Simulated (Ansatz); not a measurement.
Pressure against volume: ZnO

```
Zn O
1.0
     3.24940    0.00000    0.00000
    -1.62470    2.81406    0.00000
     0.00000    0.00000    5.20380
Zn O
2 2
Cartesian
  0.0000 1.8760 0.0000
  1.6247 0.9380 2.6019
  0.0000 1.8760 1.9884
  1.6247 0.9380 4.5903
```

The geometry is COD entry 9004178, unchecked; take it as a test cell.

Methods: DFT, LDA, all-electron LAPW, scalar-relativistic (Ansatz 0.2.0); DFT, LDA, PAW with Ansatz's default frozen-core files, scalar-relativistic (Ansatz 0.2.0).

For LAPW: a Γ-centred 11×11×6 k mesh, Fermi–Dirac smearing of 0.02 eV, basis error target 0.5 meV/atom, no spin polarisation. PAW takes a cutoff of 420 eV at this cell (files made with PBE, cores remade for this functional). The Ansatz runs share mesh, smearing and spin set-up. Plane-wave (PAW) pressures include the program's estimate of the Pulay term.

The cell above is scaled evenly, with fractional coordinates and shape held.

```tsv
V/V(cell)	V (Å³/atom)	P, LAPW (GPa)	P, PAW (GPa)	gap on the k mesh, LAPW (eV)
0.9400	11.182	2.24	2.17	0.85
0.9600	11.420	?	?	?
0.9800	11.658	-4.29	-4.32	0.78
0.9900	11.777	-5.70	-5.72	0.76
1.0000	11.896	-7.03	-7.05	0.75
1.0100	12.015	-8.29	-8.30	0.73
1.0200	12.134	-9.48	-9.48	0.71
1.0400	12.372	-11.66	-11.66	0.68
1.0600	12.610	-13.60	-13.60	0.65
```

Problem. Fill in the row V/V(cell) = 0.9600.

Solution. P, LAPW (GPa) = -1.21, P, PAW (GPa) = -1.26, gap on the k mesh, LAPW (eV) = 0.81.

Problem. What do Birch–Murnaghan fits to the pressures give?

Solution. LAPW: V0 = 11.33 Å³/atom, B0 = 162 GPa, B0′ = 4.5; PAW: V0 = 11.33 Å³/atom, B0 = 161 GPa, B0′ = 4.5.

PAW's V0 lies -0.03 % from the all-electron value and its B0 -0.4 %. With shape and internal coordinates held, B0 is an upper bound to the relaxed modulus.
